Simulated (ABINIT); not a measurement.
Crystal: BAs.

```xyz
2
Lattice="0.0000 2.3885 2.3885 2.3885 0.0000 2.3885 2.3885 2.3885 0.0000" Properties=species:S:1:pos:R:3 pbc="T T T"
As    3.5827    3.5827    3.5827
B     0.0000    0.0000    0.0000
```

Program: ABINIT 10.8.3 (patched build). Alike in all runs: task single point; potentials or basis JTH PAW PBE v2.0; no spin polarisation; cell as given; k mesh 10 × 10 × 10; cutoff (eV) 490; smearing fermi-dirac 0.05 eV.

Order these runs on this cell by their pressure, lowest first.
A. level LDA
B. level PW91
C. level revPBE
D. level WC
E. level BLYP

A (-3.8 GPa), D (-0.6 GPa), B (2.6 GPa), C (4.8 GPa), E (7.6 GPa).

Caveats: the PAW data sets were made with another functional, which shifts forces and pressure a little.
